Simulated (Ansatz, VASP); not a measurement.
**Mg in VASP and in Ansatz**

```
Mg
1.0
    11.60000    0.00000    0.00000
     0.00000    9.30000    0.00000
     0.00000    0.00000    3.04040
Mg
2
Direct
  0.38467 0.50000 0.00000
  0.61533 0.50000 0.50000
```

Alike in both runs: functional PBE; k mesh 1 × 1 × 21; occupations gaussian, width 0.05 eV; collinear spin.

Ansatz relaxed the structure, and its values are those at the end. VASP's run is a single point on that final structure, the one shown.

```csv
,VASP,Ansatz
version,VASP 6.6.1,Ansatz 0.2.0
potentials or method,"VASP PAW PBE potentials, release 64 (Mg)","scalar-relativistic, plane waves, PAW"
plane-wave cutoff (eV),520,420
valence electrons in the cell,4,20
```

VASP gave:

| Quantity | Value |
| --- | --- |
| gap on the k mesh at the Fermi level (eV) | none |
| net moment per atom (μB) | 0.18 |
| size of the moment on the site where the two differ most (μB) | 0.01 |

Task: Which values does Ansatz return?

Result: gap on the k mesh at the Fermi level (eV): none; net moment per atom (μB): 0.18; size of the moment on the site where the two differ most (μB): 0.04.

Site moments also hang on the region over which each program counts them. A gap of «none» marks a metal or a gap that the smearing closes. The two sets of potentials don't hold the same shells in valence. Ansatz warned: «xc_potential_rough_in_thin_density».
